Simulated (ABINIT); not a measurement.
Ce:

```
Ce
1.0
    -1.94330    1.94330    1.94330
     1.94330   -1.94330    1.94330
     1.94330    1.94330   -1.94330
Ce
1
Direct
  0.00000 0.00000 0.00000
```

This isn't the form of Ce at room conditions, which is fcc.

* Program: ABINIT 10.8.3 (patched build)
* Task: relaxation of cell and atoms
* Functional: LDA
* Potentials or basis: JTH PAW LDA v2.0
* Cutoff: 544 eV
* k mesh: 8 × 8 × 8
* Occupations: fermi-dirac, width 0.05 eV
* Spin: collinear spin, ferromagnetic start
* Starting moments: [1.0] μB

At the start: pressure -6.1 GPa; volume 29.35 Å³/atom.

How do energy, volume and symmetry change on relaxing?

Over 7 steps the energy falls by 119.1 meV/atom and the volume is 24.34 Å³/atom (-17.1 %); space group Im-3m (No. 229, to 0.05 Å); moment 0.00 μB per cell.

Step by step:
```tsv
step	energy change (eV)	largest force (eV/Å)	pressure (GPa)	volume (Å³)
1	0.0000	0.0000	-6.11	29.35
2	-0.0204	0.0000	-5.91	28.81
3	0.0906	0.0000	18.01	19.71
4	-0.1095	0.0000	-2.36	25.61
5	-0.1184	0.0000	-0.69	24.68
6	-0.1191	0.0000	0.03	24.33
7	-0.1191	0.0000	0.00	24.34
```

Final structure:
```cif
data_structure
_symmetry_space_group_name_H-M 'P 1'
_symmetry_Int_Tables_number 1
_cell_length_a 3.1623
_cell_length_b 3.1623
_cell_length_c 3.1623
_cell_angle_alpha 109.471
_cell_angle_beta 109.471
_cell_angle_gamma 109.471
_cell_volume 24.34
loop_
_atom_site_label
_atom_site_type_symbol
_atom_site_fract_x
_atom_site_fract_y
_atom_site_fract_z
_atom_site_occupancy
Ce1 Ce 0.00000 0.00000 0.00000 1
```

Caveat: the volume moved by over 15 % at a fixed basis, so the end points are rough; the magnetic or orbital state may not be the lowest.
